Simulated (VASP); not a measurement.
The system is Mg.

```xyz
1
Lattice="-1.8360 1.8360 1.6794 1.8360 -1.8360 1.6794 1.8360 1.8360 -1.6794" Properties=species:S:1:pos:R:3 pbc="T T T"
Mg    0.0000    0.0000    0.0000
```

This isn't the form of Mg at room conditions, which is hcp.

```yaml
Program: VASP 6.6.1
Task: relaxation of cell and atoms
Functional: PBEsol
Potentials_or_basis: VASP PAW PBE potentials, release 64 (Mg)
Cutoff: 600 eV
k_mesh: 11 × 11 × 11
Occupations: fermi-dirac, width 0.05 eV
Spin: no spin polarisation
```

At the start: pressure -0.2 GPa; volume 22.64 Å³/atom.

Question: Where does the relaxation end?

Answer: Over 14 steps the energy falls by 3.5 meV/atom and the volume is 22.38 Å³/atom (-1.2 %); space group Im-3m (No. 229, to 0.05 Å).

Step by step:
| step | energy change (eV) | largest force (eV/Å) | pressure (GPa) | volume (Å³) |
| --- | --- | --- | --- | --- |
| 1 | 0.0000 | 0.0000 | -0.19 | 22.64 |
| 2 | -0.0002 | 0.0000 | -0.06 | 22.56 |
| 3 | -0.0003 | 0.0000 | 0.33 | 22.31 |
| 4 | -0.0004 | 0.0000 | 0.35 | 22.29 |
| 5 | -0.0005 | 0.0000 | 0.41 | 22.24 |
| 6 | -0.0008 | 0.0000 | 0.55 | 22.14 |
| 7 | -0.0009 | 0.0000 | 0.86 | 21.95 |
| 8 | -0.0012 | 0.0000 | 0.83 | 21.96 |
| 9 | -0.0019 | 0.0000 | 0.74 | 21.99 |
| 10 | -0.0027 | 0.0000 | 0.60 | 22.04 |
| 11 | -0.0027 | 0.0000 | 0.45 | 22.13 |
| 12 | -0.0030 | 0.0000 | 0.51 | 22.09 |
| 13 | -0.0033 | 0.0000 | 0.33 | 22.19 |
| 14 | -0.0035 | 0.0000 | 0.01 | 22.38 |

Final structure:
```
CELL_PARAMETERS angstrom
-1.77548 1.77548 1.77466
1.77548 -1.77548 1.77466
1.77548 1.77548 -1.77466
ATOMIC_POSITIONS crystal
Mg 0.00000 0.00000 0.00000
```

Caveat: the PAW data sets were made with another functional, which shifts forces and pressure a little.
